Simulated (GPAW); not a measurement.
The system is CdTe.

```
CELL_PARAMETERS angstrom
0.00000 3.20500 3.20500
3.20500 0.00000 3.20500
3.20500 3.20500 0.00000
ATOMIC_POSITIONS crystal
Te 0.75000 0.75000 0.75000
Cd 0.00000 0.00000 0.00000
```

| Property | Result |
| --- | --- |
| Program | GPAW 26.7.0 |
| Task | single point |
| Functional | PBEsol |
| Potentials or basis | PAW data sets generated in the run's folder for this functional |
| Cutoff | 600 eV |
| Basis | pw |
| k mesh | 7 × 7 × 7 |
| Occupations | fermi-dirac, width 0.05 eV |
| Spin | no spin polarisation |

On this cell: pressure 1.3 GPa; largest force zero by symmetry; band gap on the k mesh 0.76 eV, direct.

The same run follows on a disturbed copy (atoms moved at random, drawn with an rms of 0.05 Å):

```xyz
2
Lattice="0.0000 3.2050 3.2050 3.2050 0.0000 3.2050 3.2050 3.2050 0.0000" Properties=species:S:1:pos:R:3 pbc="T T T"
Te    4.7823    4.7885    4.7565
Cd   -0.0187   -0.0085    0.0216
```

Problem. What does the disturbed cell give?

Solution. The energy moves by +6.6 meV/atom; pressure 1.4 GPa; largest force 0.357 eV/Å; band gap on the k mesh 0.71 eV, direct.

Forces in eV/Å, atoms in the order of the input:
```
Te   0.020  0.044  0.354
Cd  -0.020 -0.044 -0.354
```

Stress tensor (GPa, compression positive):
```
 1.39 -1.20 -0.15
-1.20  1.38 -0.08
-0.15 -0.08  1.28
```

Caveats: spin-orbit coupling is left out, which moves the levels of the heavy elements.

